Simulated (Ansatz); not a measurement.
## Si: equation of state with PBE0

Si:

```
Si
1.0
     2.62054    0.00000    0.00000
    -1.31027    2.26946    0.00000
     0.00000    0.00000    2.46635
Si
1
Direct
  0.00000 0.00000 0.00000
```

This isn't the form of Si at room conditions, which is diamond.

```yaml
Program: Ansatz 0.2.0
Task: equation of state
Functional: PBE0
Potentials_or_basis: Ansatz PAW
Cutoff: 420 eV
Density_cutoff: 1680 eV
k_mesh: 6 × 6 × 6
Occupations: fermi-dirac, width 0.05 eV
Spin: no spin polarisation
```

| Quantity | Value |
| --- | --- |
| Equilibrium volume | 14.96 Å³/atom |
| Bulk modulus at fixed shape and positions | 121 GPa |
| Pressure derivative of the bulk modulus | 4.2 |

Energy against volume, from the lowest point:
```csv
volume (Å³/atom),energy (meV/atom)
13.788,40.12
14.081,21.76
14.375,9.33
14.668,2.26
14.961,0.00
15.255,2.11
15.548,8.16
```

All runs of the series together: 3 min on 2 threads of Intel(R) Xeon(R) Processor @ 2.50GHz (Skylake/Cascade Lake), on a shared host.

Caveat: the k mesh is coarse (spacing up to 0.46 Å⁻¹), so the values aren't converged, least of all with exact exchange; the cell was scaled at fixed shape and fractional positions, which overstates the stiffness of a crystal with free parameters, most of all of layers and chains; the PAW data sets were made with another functional, which shifts forces and pressure a little.
